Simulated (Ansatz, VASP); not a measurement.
## Mg: VASP beside Ansatz

File INCAR:

```
PREC = Accurate
ENCUT = 520
EDIFF = 1E-6
ISMEAR = -1
SIGMA = 0.1
LREAL = False
LASPH = True
NELM = 60
ALGO = Normal
ISIF = 2
LWAVE = False
LCHARG = False
NBANDS = 9
```

Contents of KPOINTS:

```
regular mesh
0
Gamma
  6 6 3
```

Contents of POSCAR:

```
Mg
1.0
    3.1325008903      0.0000000000      0.0000000000
   -1.5662504451      2.7128253484      0.0000000000
    0.0000000000      0.0000000000      5.0848940941
Mg
2
Direct
    0.3333333333      0.6666666667      0.2500000000
    0.6666666667      0.3333333333      0.7500000000
```

Input for Ansatz:

```yaml
crystal:
  lattice:
    - [3.1325008903, 0.0, 0.0]
    - [-1.5662504451, 2.7128253484, 0.0]
    - [0.0, 0.0, 5.0848940941]
  atoms:
    - { symbol: Mg, position: [0.3333333333, 0.6666666667, 0.25] }
    - { symbol: Mg, position: [0.6666666667, 0.3333333333, 0.75] }
hamiltonian:
  xc: lda
  pseudopotentials:
    kind: paw
    azcp:
      Mg: "pseudopotentials/Mg.paw.azcp"
basis:
  ecutwfc: 420
  fft_grid_basis: typed
kpoints:
  mp_grid: { grid: [6, 6, 3], shift: [0, 0, 0] }
magnetization:
  spin_polarized: false
scf:
  occupations: { method: fermi_dirac, width: 0.1 }
  lower_state_search: "off"
output:
  stress: true
```

Alike in both runs: task single point; functional LDA; k mesh 6 × 6 × 3; occupations fermi-dirac, width 0.1 eV; no spin polarisation.

|  | VASP | Ansatz |
| --- | --- | --- |
| version | VASP 6.6.1 | Ansatz 0.2.0 |
| potentials or method | VASP PAW LDA potentials, release 64 (Mg) | plane waves (420 eV) with PAW, scalar-relativistic |
| plane-wave cutoff (eV) | 520 | 420 |
| valence electrons in the cell | 4 | 20 |

VASP gave:

| Quantity | Value |
| --- | --- |
| pressure (GPa) | -0.2 |
| largest component of the traceless stress (GPa) | 0.32 |

Task: Estimate Ansatz's values.

Result: Pressure (GPa): 0.1; largest component of the traceless stress (GPa): 0.31.

The two sets of potentials don't hold the same shells in valence. Ansatz warned: «pseudo_functional_mismatch».

Caveats: the k mesh is coarse (spacing up to 0.41 Å⁻¹), so the values aren't converged.
